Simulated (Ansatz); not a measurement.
## Optical constants of ScAl$_{3}$

All numbers below come from DFT PBE, scalar-relativistic, plane waves, PAW in Ansatz 0.2.0. Cutoff 420 eV, 10×10×10 k-points (Γ-centred), Fermi-Dirac smearing of 0.15 eV. No spin polarisation.

Equilibrium structure at this level:
```xyz
4
Lattice="4.1082 0.0000 0.0000 0.0000 4.1082 0.0000 0.0000 0.0000 4.1082" Properties=species:S:1:pos:R:3 pbc="T T T"
Sc    0.0000    0.0000    0.0000
Al    2.0541    0.0000    2.0541
Al    0.0000    2.0541    2.0541
Al    2.0541    2.0541    0.0000
```

In a metal these results depend on the k mesh and the smearing.

Independent-particle response (no local fields, no excitons) on a 16×16×16 mesh, broadened by 0.1 eV; the Drude term is undamped and its weight carries the smearing above, which sets much of it in a semimetal. The run couldn't bound its error over part or most of this range, so small peaks and near ties are unsure. Light polarised along x. ε₁ lacks the small share of bands above those solved.

Question: Tabulate ε₁ and ε₂ against photon energy.

Answer:
```
E (eV)       ε₁     ε₂
   0.2  -781.76  33.14
   0.5  -100.63  17.27
   0.8   -21.96  15.75
   1.1     1.47  17.28
   1.4    18.02  21.11
   1.7     9.89  35.71
   2.0    -1.33  40.06
   2.3    -6.40  29.10
   2.6    -8.07  21.88
   2.9    -9.53  21.44
   3.2    -7.99  13.45
   3.5    -4.50  12.23
   3.8    -2.01  13.24
   4.1    -4.40  15.63
   4.4    -7.42  14.24
   4.7    -8.72  12.03
   5.0    -9.21   9.31
   5.3    -8.64   7.74
   5.6    -8.63   5.83
   5.9    -7.65   4.33
   6.2    -6.83   3.52
   6.5    -6.16   2.89
   6.8    -5.67   2.34
   7.1    -5.08   1.73
   7.4    -4.45   1.42
   7.7    -4.13   1.16
   8.0    -3.58   0.83
   8.3    -3.17   0.63
   8.6    -2.73   0.54
   8.9    -2.44   0.54
   9.2    -2.21   0.47
   9.5    -1.97   0.38
```

Question: Where is the highest local maximum of ε₂ between 0.3 and 10 eV?

Answer: At 2.0 eV, where ε₂ = 40.1.

Cost: 1 run of about 0.91 core-minutes, on Intel Xeon Platinum 8488C (Sapphire Rapids) (shared hosts).